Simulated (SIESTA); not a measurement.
P under changes of volume

One of the cells (20.867 Å³/atom); the others are scaled copies at fixed shape and fractional positions:

```xyz
4
Lattice="1.6587 -5.5012 0.0000 1.6587 5.5012 0.0000 0.0000 0.0000 4.5737" Properties=species:S:1:pos:R:3 pbc="T T T"
P     1.6587   -4.4466    2.6931
P     1.6587    4.4466    1.8806
P     1.6587   -1.0547    0.4062
P     1.6587    1.0547    4.1675
```

- Program: SIESTA 5.4.2
- Functional: PBEsol
- Potentials or basis: PseudoDojo 0.4 standard (PBEsol files)
- Basis: DZP (energy shift 0.003 Ry)
- Grid cutoff: 500 Ry
- Energy shift: 0.003 Ry
- k mesh: 8 × 8 × 6
- Occupations: fermi-dirac, width 0.05 eV
- Spin: no spin polarisation

```tsv
volume (Å³/atom)	energy over the lowest point (meV/atom)	pressure (GPa)	largest force (eV/Å)
19.230	26.77	6.3	1.169
19.639	13.23	4.3	0.949
20.049	?	?	?
20.867	0.00	-0.6	0.397
21.276	3.22	-1.9	0.261
21.685	9.64	-3.1	0.186
```

**Question.** What does the run at 20.049 Å³/atom give?

**Answer.** Energy over the lowest point 4.59 meV/atom; pressure 2.5 GPa; largest force 0.746 eV/Å.

Worked out: A Birch-Murnaghan fit of order 3 (a polynomial in V^(-2/3)) to the other rows has its minimum at 20.70 Å³/atom with B0 = V·E''(V) = 73 GPa and B' = 4.4 at fixed shape and positions, which overstates the stiffness. It gives 4.56 meV/atom at 20.049 Å³/atom, against the run's 4.59, and -dE/dV = 2.5 GPa, against 2.5.

Energies are extrapolated to zero smearing.

Caveats: the basis of atomic orbitals isn't converged, which shifts pressures, moduli and gaps; forces of over 1 eV/Å show positions far from the minimum, so gaps and moduli don't describe the material at rest (some runs).
